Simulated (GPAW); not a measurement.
SnTe, 2 atoms in the cell. The structure is cubic, space group Fm-3m (No. 225). Conventional cell: a = 6.302 Å, b = 6.302 Å, c = 6.302 Å, α = 90.00°, β = 90.00°, γ = 90.00°. Te (site symmetry m-3m) has 6 Sn at 3.15 Å as nearest neighbours. Around Sn (site symmetry m-3m) lie 6 Te at 3.15 Å. 

```yaml
Program: GPAW 26.7.0
Task: equation of state
Functional: PBEsol
Potentials_or_basis: PAW data sets generated in the run's folder for this functional
Cutoff: 600 eV
Basis: pw
k_mesh: 6 × 6 × 6
Occupations: fermi-dirac, width 0.05 eV
Spin: no spin polarisation
Maxiter: 150
Eos_scales: "[0.94, 0.96, 0.98, 1.0, 1.02, 1.04, 1.06]"
```

Potentials or basis: PAW data sets generated in the run's folder for this functional, pw.

Run with:

```sh
$ gpaw-setup -f PBEsol Sn Te
$ OMP_NUM_THREADS=1 python run.py
```

Hardware: 1 thread of Intel(R) Xeon(R) 6975P-C (Granite Rapids), on a shared host.

Q: Estimate the wall time of this run.

A: Run time: 49 s on 1 thread of Intel(R) Xeon(R) 6975P-C (Granite Rapids), on a shared host, peak memory 0.26 GiB. Counts: scf iterations 62, plane waves 2044, bands 19, k points 16.
